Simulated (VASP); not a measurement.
A run of VASP 6.6.1 is set up as follows.

The input INCAR:

```
  ALGO = Normal
  EDIFF = 1E-6
  ENCUT = 520
  GGA = PS
  ISIF = 2
  ISMEAR = 0
  IVDW = 13
  LASPH = True
  LCHARG = False
  LREAL = False
  LWAVE = False
  NBANDS = 34
  NELM = 100
  PREC = Accurate
  SIGMA = 0.1
```

File KPOINTS:

```
k-points
0
Gamma
  3 3 3
```

File POSCAR:

```
Lu2H3
1.0
    0.0000000000      5.0330000000      5.0330000000
    2.5165000000      0.0000000000      2.5165000000
    2.5165000000      2.5165000000      0.0000000000
Lu H
2 3
Direct
    0.0000000000      0.0000000000      0.0000000000
    0.5000000000      0.0000000000      0.0000000000
    0.1250000000      0.2500000000      0.2500000000
    0.6338700576      0.2440866283      0.2440866283
    0.8750000000      0.7500000000      0.7500000000
```

Potentials or basis: VASP PAW PBE potentials, release 64 (Lu, H).

Launch:

```bash
$ cat potpaw_PBE.64/Lu/POTCAR potpaw_PBE.64/H/POTCAR > POTCAR
$ mpirun -np 1 vasp_std > vasp.out
```

(1) Predict the largest force.

(2) What does it give for the pressure?

Results:

(1) 0.137 eV/Å.

(2) -5.4 GPa.

Caveat: the k mesh is coarse (spacing up to 0.72 Å⁻¹), so the values aren't converged; the PAW data sets were made with another functional, which shifts forces and pressure a little.
